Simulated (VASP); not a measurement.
# Sb: relaxation of cell and atoms with RPBE

Sb:

```
Sb
1.0
     3.08334    0.00000    0.00000
     0.00000    3.08334    0.00000
     0.00000    0.00000    3.08334
Sb
1
Cartesian
  0.0000 0.0000 0.0000
```

This isn't the form of Sb at room conditions, which is rhombohedral.

- Program: VASP 6.6.1
- Task: relaxation of cell and atoms
- Functional: RPBE
- Potentials or basis: VASP PAW PBE potentials, release 64 (Sb)
- Cutoff: 600 eV
- k mesh: 14 × 14 × 14
- Occupations: gaussian, width 0.1 eV
- Spin: no spin polarisation
- Further INCAR settings: ALGO = Normal; EDIFF = 1e-07; IBRION = 2; EDIFFG = -0.005; NSW = 90; ISIF = 3

```json
{"Relaxed volume": "30.77 Å³/atom", "Relaxed cell": "a = 3.134 Å, b = 3.134 Å, c = 3.134 Å, α = 90.00°, β = 90.00°, γ = 90.00°", "Space group after relaxing (to 0.05 Å)": "Pm-3m (No. 221)", "Energy gained by relaxing": "12.0 meV/atom", "Ionic steps": "3", "Pressure after relaxing": "0.0 GPa", "Band gap on the k mesh": "none (metal or under the smearing width)"}
```

Step by step:
```
step  energy change (eV)  largest force (eV/Å)  pressure (GPa)  volume (Å³)
   1              0.0000                0.0000            2.74        29.31
   2             -0.0094                0.0000           -1.11        31.49
   3             -0.0120                0.0000            0.01        30.77
```

Final structure:
```
Sb
1.0
     3.13375    0.00000    0.00000
     0.00000    3.13375    0.00000
     0.00000    0.00000    3.13375
Sb
1
Cartesian
  0.0000 0.0000 0.0000
```

Levels at points of the mesh, in eV from the Fermi level:
```
           k point  band 1  band 2  band 3  band 4  band 5  band 6
(0.00, 0.00, 0.00)  -12.08    3.26    3.26    3.26    6.91    6.91
(0.50, 0.00, 0.00)   -9.77   -5.30    5.17    5.17    8.92   10.63
(0.50, 0.50, 0.00)   -7.32   -3.34   -3.34    2.38    7.11   12.62
(0.50, 0.50, 0.50)   -4.60   -1.50   -1.50   -1.50    4.92    4.92
```

Run time: 37 s on 1 thread of Intel(R) Xeon(R) Platinum 8488C (Sapphire Rapids), on a shared host, peak memory 0.18 GiB.

Caveat: the PAW data sets were made with another functional, which shifts forces and pressure a little. Spin-orbit coupling is left out, which matters for the levels of Sb.
